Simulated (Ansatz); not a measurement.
# How far is PAW off for CdSe?

```
Cd Se
1.0
     0.00000    3.00511    3.09805
     3.00511    0.00000    3.09805
     3.00511    3.00511    0.00000
Cd Se
1 1
Cartesian
  0.0000 0.0000 0.0000
  1.5026 1.5026 1.5490
```

Atoms are numbered in the order listed.

Conventional cell: a = 4.250 Å, b = 4.250 Å, c = 6.196 Å, α = 90.00°, β = 90.00°, γ = 90.00°. Cd (atom 1) has 4 Se at 2.63 Å as nearest neighbours. Around Se (atom 2) lie 4 Cd at 2.63 Å.

The structure comes from a relaxation in the same program, started in the zincblende type. Whether it is a known phase or the ground state wasn't checked. The listed cell was then made from it by scaling, straining or moving an atom.

Levels of theory: DFT, PBE, PAW with Ansatz's default frozen-core files, scalar-relativistic (Ansatz 0.2.0); DFT, PBE, all-electron PAW with datasets made for the crystal, scalar-relativistic (Ansatz 0.2.0); DFT, PBE, all-electron LAPW, scalar-relativistic (Ansatz 0.2.0).

For PAW: a Γ-centred 10×10×10 k mesh, Fermi–Dirac smearing of 0.08 eV, cutoff 420 eV, no spin polarisation. The crystal-made all-electron datasets (AE datasets) take a cutoff of 240 eV at this cell. LAPW targets a basis error of 0.25 meV/atom. The Ansatz runs share mesh, smearing and spin set-up. Plane-wave (PAW) pressures include the program's estimate of the Pulay term.

Stress and pressure are positive in compression.

The change that made this cell: x and y strained by -3 %, z held.

Spin–orbit coupling is left out, which moves gradients at and beside heavy atoms by some per cent and at worst by a factor of two.

| quantity | PAW | AE datasets | LAPW |
| --- | --- | --- | --- |
| pressure (GPa) | 3.12 | 3.14 | 3.14 |
| stress xx (GPa) | 3.28 | 3.30 | 3.30 |
| stress zz (GPa) | 2.80 | 2.82 | 2.82 |
| band gap (eV) | 0.584 | 0.585 | 0.584 |
| field gradient Vzz at Cd1 (10²¹ V/m²) | -0.95 | -0.95 | – |
| field gradient Vzz at Se2 (10²¹ V/m²) | 1.26 | 1.27 | – |
